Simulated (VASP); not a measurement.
A run of VASP 6.6.1:

File INCAR:

```
  PREC = Accurate
  ENCUT = 600
  EDIFF = 1E-7
  ISMEAR = 0
  SIGMA = 0.02
  LREAL = False
  LASPH = True
  NELM = 100
  ALGO = Normal
  ISIF = 3
  LWAVE = False
  LCHARG = False
  GGA = PS
  IBRION = 2
  NSW = 100
  EDIFFG = -0.002
```

Contents of KPOINTS:

```
Automatic mesh
0
Gamma
  8 8 8
```

File POSCAR:

```
CaS
1.0
    0.0000000000      2.8523742900      2.8523742900
    2.8523742900      0.0000000000      2.8523742900
    2.8523742900      2.8523742900      0.0000000000
Ca S
1 1
Direct
    0.0000000000      0.0000000000      0.0000000000
    0.5000000000      0.5000000000      0.5000000000
```

Potentials or basis: VASP PAW PBE potentials, release 64 (Ca_sv, S).

The run is started by

```bash
$ cat potpaw_PBE.64/Ca_sv/POTCAR potpaw_PBE.64/S/POTCAR > POTCAR
$ mpirun -np 1 vasp_std > vasp.out
```

Hardware: 1 thread of Intel(R) Xeon(R) 6975P-C (Granite Rapids) (shared host).

Problem. Estimate the wall time of this run.

Solution. It took 24 s on 1 thread of Intel(R) Xeon(R) 6975P-C (Granite Rapids) (shared host), peak memory 0.19 GiB. Counts: scf iterations 34, k points 29, ion steps 3.
